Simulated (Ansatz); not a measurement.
# MoSe2: the cost of one run

Program: Ansatz 0.2.0. Level of theory: DFT LDA+D3(BJ), scalar-relativistic, plane waves, PAW. These are calculated values, not measurements.

The COD entry's cell or inner coordinates are ideal or old and differ from later refinements, so a difference from it is no clean test against experiment.

16 further runs of the same task are left out: 16 set aside as unsound or not needed.

## Step 1: Starting point

The structure is hexagonal, space group P6_3/mmc (No. 194). The conventional cell has a = 3.204 Å, b = 3.204 Å, c = 12.166 Å, α = 90.00°, β = 90.00°, γ = 120.00°. Mo (site symmetry -6m2) has 6 Se at 2.49 Å as nearest neighbours. Around Se (site symmetry 3m) lie 3 Mo at 2.49 Å.

Structure file:

```xyz
6
Lattice="3.2039 0.0000 0.0000 -1.6020 2.7747 0.0000 0.0000 0.0000 12.1661" Properties=species:S:1:pos:R:3 pbc="T T T"
Mo    0.0000    1.8498    3.0415
Mo    1.6020    0.9249    9.1246
Se    0.0000    1.8498    7.4617
Se    1.6020    0.9249    1.3787
Se    0.0000    1.8498   10.7874
Se    1.6020    0.9249    4.7044
```

It is the result of an earlier relaxation at this level (volume 18.03 Å³/atom; gap on the mesh: 0.48 eV).

## Step 2: Plan of the line

The energy is mapped over volume and the cell's shape.

- volume per atom: 7 values from 16.58 to 19.47 Å³
- c/a of the conventional cell: 7 values from 3.505 to 4.114

Nothing else is relaxed (fractional coordinates fixed). Energies count from the relaxed crystal. Points are written as (first, second).

## Step 3: Grid point (19.47 Å³, 3.505)

input.yaml

```yaml
crystal:
  lattice:
    - [3.3762171315, 0.0, 0.0]
    - [-1.6881085658, 2.9238898046, 0.0]
    - [0.0, 0.0, 11.8326281808]
  atoms:
    - { symbol: Mo, position: [0.3333333333, 0.6666666667, 0.25] }
    - { symbol: Mo, position: [0.6666666667, 0.3333333333, 0.75] }
    - { symbol: Se, position: [0.3333333333, 0.6666666667, 0.6133208416] }
    - { symbol: Se, position: [0.6666666667, 0.3333333333, 0.1133208416] }
    - { symbol: Se, position: [0.3333333333, 0.6666666667, 0.8866791584] }
    - { symbol: Se, position: [0.6666666667, 0.3333333333, 0.3866791584] }
basis:
  ecutwfc: 420
kpoints:
  mp_grid: { grid: [15, 15, 4] }
hamiltonian:
  xc: lda
  pseudopotentials: { kind: paw, azcp: { folder: soft_1 } }
  dispersion: d3bj
scf:
  occupations: { method: gaussian, width: 0.05 }
output:
  forces: true
  stress: true
  eigenvalues: true
```

Started as:

```console
$ ansatz run input.yaml --threads 2 --pin off --max-ram 4096MiB --backend cpu --events-out ev --progress --plain --runs-dir out
```

Q: Estimate wall time and peak memory on 2 threads of Arm Neoverse N1, shared host.

About 28 s, with a peak of 0.63 GiB.
